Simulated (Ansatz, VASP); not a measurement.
# HfO2: VASP beside Ansatz

```
Hf O
1.0
     0.00000    2.44241    2.44241
     2.44241    0.00000    2.44241
     2.44241    2.44241    0.00000
Hf O
1 2
Direct
  0.00000 0.00000 0.00000
  0.25000 0.25000 0.25000
  0.75000 0.75000 0.75000
```

Change from the starting cell: volume scaled by 0.88, LAPW.

Alike in both runs: task single point; functional PBE; k mesh 11 × 11 × 11; occupations fermi-dirac, width 0.05 eV; no spin polarisation.

```csv
,VASP,Ansatz
version,VASP 6.6.1,Ansatz 0.2.0
potentials or method,"VASP PAW PBE potentials, release 64 (Hf_pv, O), cutoff 520 eV","all-electron LAPW, scalar-relativistic"
```

|  | VASP | Ansatz | Ansatz less VASP |
| --- | --- | --- | --- |
| gap on the k mesh at the Fermi level (eV) | 4.17 | 4.13 | -0.044 |
| pressure (GPa) | 36.3 | 41.2 | +4.93 |

Ansatz ran all-electron here, so the differences hold the error of VASP's frozen core and of both bases.

Caveats: so large a pressure means that the cell lies far from this level's equilibrium, or that cutoff or potentials fall short (VASP); spin-orbit coupling is left out, which moves the levels of the heavy elements; an odd mesh through Γ misses points on the zone boundary, where band edges often lie.
